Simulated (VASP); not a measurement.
# KZnF3 (Pm-3m) in VASP: a series of runs

Runs on KZnF3. Level: PBE. Tasks: single point, relaxation of cell and atoms.

Everything below comes from runs of VASP 6.6.1. Logs are shortened: lines on timing, memory, paths and dates and some standing lists are left out, and cuts for length are marked.

**1. The structure**

It takes space group Pm-3m (No. 221, cubic). The conventional cell has a = 4.126 Å, b = 4.126 Å, c = 4.126 Å, α = 90.00°, β = 90.00°, γ = 90.00°. K (site symmetry m-3m) is surrounded by 12 F at 2.92 Å. Around Zn (site symmetry m-3m) lie 6 F at 2.06 Å. Around F (site symmetry 4/mmm) lie 2 Zn at 2.06 Å.

The cell is a database's computed one.

**2. Single point, PBE**

File INCAR:

```
SYSTEM = KZnF3
ALGO = Normal
EDIFF = 1E-7
ENCUT = 520
GGA = PE
ISIF = 2
ISMEAR = 0
LASPH = .TRUE.
LCHARG = .FALSE.
LREAL = .FALSE.
LWAVE = .FALSE.
NBANDS = 29
NELM = 100
PREC = Accurate
SIGMA = 0.02
```

File KPOINTS:

```
k-points
0
G
  6 6 6
  0 0 0
```

File POSCAR:

```
KZnF3
1.0
    4.1261015308      0.0000000000      0.0000000000
    0.0000000000      4.1261015308      0.0000000000
    0.0000000000      0.0000000000      4.1261015308
K Zn F
1 1 3
Direct
    0.0000000000      0.0000000000      0.0000000000
    0.5000000000      0.5000000000      0.5000000000
    0.0000000000      0.5000000000      0.5000000000
    0.5000000000      0.0000000000      0.5000000000
    0.5000000000      0.5000000000      0.0000000000
```

Potentials or basis: VASP PAW PBE potentials, release 64 (K_sv, Zn, F).

Launch:

```console
> cat potpaw_PBE.64/K_sv/POTCAR potpaw_PBE.64/Zn/POTCAR potpaw_PBE.64/F/POTCAR > POTCAR
> mpirun -np 1 vasp_std > vasp.out
```

OUTCAR:

```text
SYSTEM = KZnF3
   EDIFF = 1E-7
   ENCUT = 520
   GGA = PE
   ISIF = 2
   ISMEAR = 0
   LASPH = .TRUE.
   LREAL = .FALSE.
   NELM = 100
   PREC = Accurate

 ion  position               nearest neighbor table
   1  0.000  0.000  0.000-
   2  0.500  0.500  0.500-   3 2.06   4 2.06   5 2.06   5 2.06   4 2.06   3 2.06
   3  0.000  0.500  0.500-   2 2.06   2 2.06
   4  0.500  0.000  0.500-   2 2.06   2 2.06
   5  0.500  0.500  0.000-   2 2.06   2 2.06

  LATTYP: Found a simple cubic cell.
 ALAT       =     4.1261015308

  Lattice vectors:

 A1 = (   4.1261015308,   0.0000000000,   0.0000000000)
 A2 = (   0.0000000000,   4.1261015308,   0.0000000000)
 A3 = (   0.0000000000,   0.0000000000,   4.1261015308)

Analysis of symmetry for initial positions (statically):
=====================================================================
 Subroutine PRICEL returns:
 Original cell was already a primitive cell.

 Routine SETGRP: Setting up the symmetry group for a
 simple cubic supercell.

 Subroutine GETGRP returns: Found 48 space group operations
 (whereof 48 operations were pure point group operations)
 out of a pool of 48 trial point group operations.

The static configuration has the point symmetry O_h .

Analysis of symmetry for dynamics (positions and initial velocities):
=====================================================================
 Subroutine PRICEL returns:
 Original cell was already a primitive cell.

 Routine SETGRP: Setting up the symmetry group for a
 simple cubic supercell.

 Subroutine GETGRP returns: Found 48 space group operations
 (whereof 48 operations were pure point group operations)
 out of a pool of 48 trial point group operations.

The dynamic configuration has the point symmetry O_h .

 Subroutine INISYM returns: Found 48 space group operations
 (whereof 48 operations are pure point group operations),
 and found     1 'primitive' translations

----------------------------------------------------------------------------------------

                                     Primitive cell

  volume of cell :      70.2457

  direct lattice vectors                    reciprocal lattice vectors
     4.126101531  0.000000000  0.000000000     0.242359523  0.000000000  0.000000000
     0.000000000  4.126101531  0.000000000     0.000000000  0.242359523  0.000000000
     0.000000000  0.000000000  4.126101531     0.000000000  0.000000000  0.242359523

  length of vectors
     4.126101531  4.126101531  4.126101531     0.242359523  0.242359523  0.242359523

  position of ions in fractional coordinates (direct lattice)
     0.000000000  0.000000000  0.000000000
     0.500000000  0.500000000  0.500000000
     0.000000000  0.500000000  0.500000000
     0.500000000  0.000000000  0.500000000
     0.500000000  0.500000000  0.000000000

  ion indices of the primitive-cell ions
   primitive index   ion index
                 1           1
                 2           2
                 3           3
                 4           4
                 5           5

----------------------------------------------------------------------------------------

 KPOINTS: k-points

Automatic generation of k-mesh.
 Grid dimensions read from file:
 generate k-points for:    6    6    6

 Generating k-lattice:

  Cartesian coordinates                     Fractional coordinates (reciprocal lattice)
     0.040393254  0.000000000  0.000000000     0.166666667  0.000000000  0.000000000
     0.000000000  0.040393254  0.000000000     0.000000000  0.166666667  0.000000000
     0.000000000  0.000000000  0.040393254     0.000000000  0.000000000  0.166666667

  Length of vectors
     0.040393254  0.040393254  0.040393254

  Shift w.r.t. Gamma in fractional coordinates (k-lattice)
     0.000000000  0.000000000  0.000000000

 Subroutine IBZKPT returns following result:
 ===========================================

 Found     20 irreducible k-points:

 Following reciprocal coordinates:
            Coordinates               Weight
  0.000000  0.000000  0.000000      1.000000
  0.166667  0.000000  0.000000      6.000000
  0.333333  0.000000  0.000000      6.000000
  0.500000  0.000000  0.000000      3.000000
  0.166667  0.166667  0.000000     12.000000
  0.333333  0.166667  0.000000     24.000000
[... 12 lines left out ...]
  0.500000  0.500000  0.333333      6.000000
  0.500000  0.500000  0.500000      1.000000
   k-points           NKPTS =     20   k-points in BZ     NKDIM =     20   number of bands    NBANDS=     29
   number of dos      NEDOS =    301   number of ions     NIONS =      5
   total plane-waves  NPLWV =  32768
   dimension x,y,z NGX =    32 NGY =   32 NGZ =   32
   dimension x,y,z NGXF=    64 NGYF=   64 NGZF=   64
   ions per type =               1   1   3
   NGX,Y,Z   is equivalent  to a cutoff of  12.89, 12.89, 12.89 a.u.
   NGXF,Y,Z  is equivalent  to a cutoff of  25.79, 25.79, 25.79 a.u.
 SYSTEM =  KZnF3
   PREC   = accura    normal or accurate (medium, high low for compatibility)
   ISTART =      0    job   : 0-new  1-cont  2-samecut
   ICHARG =      2    charge: 1-file 2-atom 10-const
   ISPIN  =      1    spin polarized calculation?
   LNONCOLLINEAR =      F non collinear calculations
   LSORBIT =      F    spin-orbit coupling
   LASPH  =      T    aspherical Exc in radial PAW
   ENCUT  =  520.0 eV  38.22 Ry    6.18 a.u.   7.67  7.67  7.67*2*pi/ulx,y,z
   NELM   =    100;   NELMIN=  2; NELMDL= -5     # of ELM steps
   EDIFF  = 0.1E-06   stopping-criterion for ELM
   LREAL  =      F    real-space projection
   EDIFFG = 0.1E-05   stopping-criterion for IOM
   NSW    =      0    number of steps for IOM
   IBRION =     -1    ionic relax: 0-MD 1-quasi-New 2-CG
   NFREE  =      0    steps in history (QN), initial steepest desc. (CG)
   ISIF   =      2    stress and relaxation
   ISYM   =      2    0-nonsym 1-usesym 2-fastsym
   POTIM  = 0.5000    time-step for ionic-motion
   TEBEG  =    0.0;   TEEND  =   0.0 temperature during run
   PSTRESS=    0.0 pullay stress
   NELECT =      42.0000    total number of electrons
   NUPDOWN=      -1.0000    fix difference up-down
   EMIN   =  10.00;   EMAX   =-10.00  energy-range for DOS
   EFERMI =   0.00;   METHOD = LEGACY
   ISMEAR =     0;   SIGMA  =   0.02  broadening in eV -4-tet -1-fermi 0-gaus
   EFERMI_NEDOS =   21; number of points for ismear=-14 and -15
   IALGO  =     38    algorithm
   IMIX   =      4    mixing-type and parameters
     AMIX     =   0.40;   BMIX     =  1.00
     AMIX_MAG =   1.60;   BMIX_MAG =  1.00
  volume/ion in A,a.u.               =      14.05        94.81
  Fermi-wavevector in a.u.,A,eV,Ry     =   1.379171  2.606255 25.879802  1.902112
  Thomas-Fermi vector in A             =   2.504165
   LORBIT       =      0    0 simple, 1 ext, 2 COOP (PROOUT), +10 PAW based schemes
   GGA     = PE    functional components
   LHFCALC =     F    Hartree Fock is set to
   AEXX    =    0.0000 exact exchange contribution
   IVDW    =     0    specifies the selected vdW correction
   LEPSILON=     F    determine dielectric tensor
   LRPA    =     F    only Hartree local field effects (RPA)
 non-spin polarized calculation
 Gauss-broadening in eV      SIGMA  =   0.02
  energy-cutoff  :      520.00
  volume of cell :       70.25
 maximum number of plane-waves:      1924
 NGX is ok and might be reduce to    32
   NGX = 15   NGY = 15   NGZ = 15

 number of electron      41.9999993 magnetization

 Free energy of the ion-electron system (eV)
  ---------------------------------------------------
  ext. energy  EPLUGINS =         0.00000000
  ---------------------------------------------------
  free energy    TOTEN  =       -20.33148261 eV

  energy without entropy =      -20.33148261  energy(sigma->0) =      -20.33148261

 E-fermi :  -1.1191     XC(G=0):  -9.5936

 val. band max:       -1.3132083943   @ k =   0.5000   0.5000   0.5000
 cond. band min:       2.3402927278   @ k =   0.0000   0.0000   0.0000
 fundamental gap:      3.6535011221
 Fermi energy:        -1.1191010540

 k-point     1 :       0.0000    0.0000    0.0000
  band No.  band energies     occupation
      1     -28.2274      2.00000
      2     -22.4682      2.00000
      3     -21.9151      2.00000
      4     -21.9151      2.00000
      5     -11.7058      2.00000
      6     -11.7058      2.00000
[... 21 lines left out ...]
     28       9.8512      0.00000
     29      12.5089      0.00000

 k-point     2 :       0.1667    0.0000    0.0000
  band No.  band energies     occupation
      1     -28.2235      2.00000
      2     -22.4394      2.00000
      3     -21.9410      2.00000
      4     -21.9135      2.00000
      5     -11.7078      2.00000
      6     -11.6972      2.00000
[... 21 lines left out ...]
     28       9.9223      0.00000
     29      12.3114      0.00000

 k-point     3 :       0.3333    0.0000    0.0000
  band No.  band energies     occupation
      1     -28.2156      2.00000
      2     -22.3681      2.00000
      3     -22.0051      2.00000
      4     -21.9112      2.00000
      5     -11.7117      2.00000
      6     -11.6799      2.00000
[... 21 lines left out ...]
     28      10.0770      0.00000
     29      11.9534      0.00000

 k-point     4 :       0.5000    0.0000    0.0000
  band No.  band energies     occupation
      1     -28.2117      2.00000
      2     -22.3210      2.00000
      3     -22.0480      2.00000
      4     -21.9092      2.00000
      5     -11.7135      2.00000
      6     -11.6711      2.00000
[... 21 lines left out ...]
     28      10.8152      0.00000
     29      11.2189      0.00000

 k-point     5 :       0.1667    0.1667    0.0000
  band No.  band energies     occupation
      1     -28.2198      2.00000
      2     -22.4089      2.00000
      3     -21.9514      2.00000
      4     -21.9267      2.00000
      5     -11.7201      2.00000
      6     -11.6893      2.00000
[... 21 lines left out ...]
     28       9.9399      0.00000
     29      11.9068      0.00000
[... 382 lines left out ...]
     28      10.2280      0.00000
     29      11.6129      0.00000

 k-point    18 :       0.5000    0.3333    0.3333
  band No.  band energies     occupation
      1     -28.1959      2.00000
      2     -22.1165      2.00000
      3     -22.0503      2.00000
      4     -22.0118      2.00000
      5     -11.8018      2.00000
      6     -11.7940      2.00000
[... 21 lines left out ...]
     28      11.1242      0.00000
     29      11.2479      0.00000

 k-point    19 :       0.5000    0.5000    0.3333
  band No.  band energies     occupation
      1     -28.1936      2.00000
      2     -22.0614      2.00000
      3     -22.0486      2.00000
      4     -22.0486      2.00000
      5     -11.8179      2.00000
      6     -11.8179      2.00000
[... 21 lines left out ...]
     28      11.4180      0.00000
     29      11.4772      0.00000

 k-point    20 :       0.5000    0.5000    0.5000
  band No.  band energies     occupation
      1     -28.1915      2.00000
      2     -22.0456      2.00000
      3     -22.0456      2.00000
      4     -22.0456      2.00000
      5     -11.8351      2.00000
      6     -11.8351      2.00000
[... 21 lines left out ...]
     28      11.2711      0.00000
     29      11.9629      0.00000

------------------------ aborting loop because EDIFF is reached ----------------------------------------

  FORCE on cell =-STRESS in cart. coord.  units (eV):
  Direction    XX          YY          ZZ          XY          YZ          ZX
  --------------------------------------------------------------------------------------
  -------------------------------------------------------------------------------------
  Total        0.1370881      0.1370881      0.1370881     -0.0000000      0.0000000      0.0000000
  in kB        3.1267321      3.1267321      3.1267321     -0.0000000      0.0000000      0.0000000
  external PRESSURE =       3.1267321 kB  Pullay stress =       0.0000000 kB

 VOLUME and BASIS-vectors are now :
 -----------------------------------------------------------------------------
  energy-cutoff  :      520.00
  volume of cell :       70.25
      direct lattice vectors                 reciprocal lattice vectors
     4.126101531  0.000000000  0.000000000     0.242359523  0.000000000  0.000000000
     0.000000000  4.126101531  0.000000000     0.000000000  0.242359523  0.000000000
     0.000000000  0.000000000  4.126101531     0.000000000  0.000000000  0.242359523

 POSITION                                       TOTAL-FORCE (eV/Angst)
 -----------------------------------------------------------------------------------
      0.00000      0.00000      0.00000         0.000000      0.000000      0.000000
      2.06305      2.06305      2.06305         0.000000      0.000000      0.000000
      0.00000      2.06305      2.06305         0.000000      0.000000      0.000000
      2.06305      0.00000      2.06305         0.000000      0.000000      0.000000
      2.06305      2.06305      0.00000         0.000000      0.000000      0.000000
 -----------------------------------------------------------------------------------
    total drift:                                0.000000     -0.000000     -0.000000

  FREE ENERGIE OF THE ION-ELECTRON SYSTEM (eV)
  ---------------------------------------------------
  free  energy   TOTEN  =       -20.3314826103 eV

  energy  without entropy=      -20.3314826103  energy(sigma->0) =      -20.33148261
```

It took 30 s on 1 thread of Intel Xeon Platinum 8259CL at 2.50GHz (Skylake/Cascade Lake), shared host; peak memory 0.2 GiB.

Results:

| Item | Value |
| --- | --- |
| Free energy | -20.3315 eV |
| Pressure | 0.3 GPa |
| Band gap on the k mesh | 3.65 eV, indirect (least direct gap 5.20 eV) |

A k mesh can miss the band edges.

**3. Relaxation of cell and atoms, PBE**

File INCAR:

```
SYSTEM = KZnF3
  PREC = Accurate
  ENCUT = 600
  EDIFF = 1E-7
  ISMEAR = 0
  SIGMA = 0.02
  LREAL = .False.
  LASPH = .True.
  NELM = 100
  ALGO = Normal
  ISIF = 3
  LWAVE = .False.
  LCHARG = .False.
  GGA = PE
  IBRION = 2
  NSW = 70
  EDIFFG = -0.02
```

File KPOINTS:

```
regular mesh
0
Gamma
  6 6 6
  0 0 0
```

POSCAR is that of step 2.

Potentials or basis: VASP PAW PBE potentials, release 64 (K_sv, Zn, F).

Launch:

```console
> cat potpaw_PBE.64/K_sv/POTCAR potpaw_PBE.64/Zn/POTCAR potpaw_PBE.64/F/POTCAR > POTCAR
> mpirun -np 1 vasp_std > vasp.out
```

It took 75 s on 1 thread of Intel Xeon Platinum 8259CL at 2.50GHz (Skylake/Cascade Lake), shared host; peak memory 0.24 GiB.

The run converged. Its results:

| Item | Value |
| --- | --- |
| Free energy | -20.3375 eV |
| Relaxed volume | 14.10 Å³/atom |
| Relaxed cell | a = 4.131 Å, b = 4.131 Å, c = 4.131 Å, α = 90.00°, β = 90.00°, γ = 90.00° |
| Space group after relaxing (to 0.05 Å) | Pm-3m (No. 221) |
| Energy gained by relaxing | 0.0 meV/atom |
| Ionic steps | 2 |
| Pressure after relaxing | 0.0 GPa |
| Band gap on the k mesh | 3.65 eV, indirect (least direct gap 5.17 eV) |

The path:
```tsv
step	energy change (eV)	largest force (eV/Å)	pressure (GPa)	volume (Å³)
1	0.0000	0.0000	0.26	70.25
2	-0.0002	0.0000	-0.01	70.48
```

Final structure:
```
CELL_PARAMETERS angstrom
4.13063 0.00000 0.00000
0.00000 4.13063 0.00000
0.00000 0.00000 4.13063
ATOMIC_POSITIONS crystal
K 0.00000 0.00000 0.00000
Zn 0.50000 0.50000 0.50000
F 0.00000 0.50000 0.50000
F 0.50000 0.00000 0.50000
F 0.50000 0.50000 0.00000
```

Levels at points of the mesh, in eV from the valence-band top:
```csv
k point,band 19,band 20,band 21,band 22,band 23,band 24
"(0.00, 0.00, 0.00)",-1.52,-1.52,-1.52,3.65,8.94,8.94
"(0.50, 0.00, 0.00)",-1.55,-1.46,-1.46,6.27,8.25,9.82
"(0.50, 0.50, 0.00)",-1.54,-1.19,0.00,7.78,9.96,9.96
"(0.50, 0.50, 0.50)",-1.17,0.00,0.00,8.50,8.50,8.50
```

A k mesh can miss the band edges.

**4. Single point, PBE**

This run uses another cell than the first one, of 13.26 Å³/atom, 0.944 times its volume.

File INCAR:

```
PREC = Accurate
ENCUT = 520
EDIFF = 1E-6
ISMEAR = 0
SIGMA = 0.1
LREAL = False
LASPH = True
NELM = 100
ALGO = Normal
ISIF = 2
LWAVE = False
LCHARG = False
GGA = PE
NBANDS = 29
```

File KPOINTS:

```
regular mesh
0
Gamma
  4 4 4
```

POSCAR, as its differences from that of step 3:

```diff
@@ -2,5 +2,5 @@
 1.0
-    4.1261015308      0.0000000000      0.0000000000
-    0.0000000000      4.1261015308      0.0000000000
-    0.0000000000      0.0000000000      4.1261015308
+    4.0474166900      0.0000000000      0.0000000000
+    0.0000000000      4.0474166900      0.0000000000
+    0.0000000000      0.0000000000      4.0474166900
 K Zn F
```

Launch:

```console
> cat potpaw_PBE.64/K_sv/POTCAR potpaw_PBE.64/Zn/POTCAR potpaw_PBE.64/F/POTCAR > POTCAR
> mpirun -np 1 vasp_std > vasp.out
```

Wall time 20 s (1 thread of Intel Xeon Platinum 8259CL at 2.50GHz (Skylake/Cascade Lake), shared host); peak memory 0.17 GiB.

Results (log left out):

```yaml
Free_energy: -20.2607 eV
Pressure: 5.1 GPa
Band_gap_on_the_k_mesh: 3.80 eV, indirect (least direct gap 5.66 eV)
```

Levels at points of the mesh, in eV from the valence-band top:
```csv
k point,band 18,band 19,band 20,band 21,band 22,band 23,band 24,band 25
"(0.00, 0.00, 0.00)",-2.08,-1.87,-1.87,-1.87,3.80,8.69,8.69,9.41
"(0.50, 0.00, 0.00)",-2.04,-1.71,-1.71,-1.58,6.57,8.30,9.64,11.08
"(0.50, 0.50, 0.00)",-1.80,-1.80,-1.52,0.00,8.05,10.12,10.16,10.16
"(0.50, 0.50, 0.50)",-1.50,-1.50,0.00,0.00,8.42,8.42,8.42,10.24
```

**5. The runs side by side**

```csv
task,cell,k mesh,cutoff (eV),smearing,gap on the mesh (eV),pressure (GPa)
single point,"Pm-3m, 14.05 Å³/atom",6 × 6 × 6,520,gaussian 0.02 eV,3.65,0.3
relaxation of cell and atoms,relaxed,6 × 6 × 6,600,gaussian 0.02 eV,3.65,0.0
single point,"Pm-3m, 13.26 Å³/atom",4 × 4 × 4,520,gaussian 0.1 eV,3.80,5.1
```

Alike in all rows: level PBE; potentials or basis VASP PAW PBE potentials, release 64 (K_sv, Zn, F); no spin polarisation.

Total energies depend on the potentials used, so only differences within one code and one set of settings carry meaning.
